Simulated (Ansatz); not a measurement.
**GaN: computed properties**

Level of theory: DFT PBE, scalar-relativistic, plane waves, PAW in Ansatz 0.2.0.

Plane waves to 420 eV, a k mesh through Γ of 12×12×6 on the computed 4-atom cell and Gaussian smearing (0.02 eV); no spin polarisation.

The structure is relaxed at this level of theory with its symmetry kept.

Space group P6_3mc (No. 186). a = 3.218 Å, b = 3.218 Å, c = 5.243 Å, α = 90.00°, β = 90.00°, γ = 120.00°
```csv
atom,site,symmetry,x,y,z
Ga,2b,3m.,0.3333,0.6667,0.9991
N,2b,3m.,0.3333,0.6667,0.3759
```

Problem. Formation energy from the elements' standard states (uncorrected)?

Solution. -0.443 eV/atom.

Problem. Kohn–Sham band gap?

Solution. 1.71 eV, direct at Γ.

Problem. Löwdin character of the top 1 eV of the valence band?

Solution. N 2p 87 %, Ga 4p 8 %.

Problem. Löwdin character of the lowest 1 eV of the conduction band?

Solution. N 2s 37 %, Ga 4s 36 %, N 2p 19 %, Ga 4p 9 %.

Problem. Electron masses at the edge by Cartesian direction of the standard setting (m_e; degenerate bands sorted by energy; no spin-orbit coupling)?

Solution. x: 0.16; y: 0.16; z: 0.14.

Problem. Hole masses at the edge by Cartesian direction of the standard setting (m_e; degenerate bands sorted by energy; no spin-orbit coupling)?

Solution. x: 2.2, 0.16; y: 2.3, 0.16; z: 2.1, 2.1.

Problem. Bulk modulus?

Solution. 172 GPa.

Problem. Its pressure derivative?

Solution. 4.4.

Problem. Electronic dielectric constant xx, yy, zz of the standard setting (independent particles)?

Solution. 6.1, 6.1, 6.3.

Problem. Bader charges (e)?

Solution. Ga (2 in the cell) 1.55, N (2 in the cell) -1.55.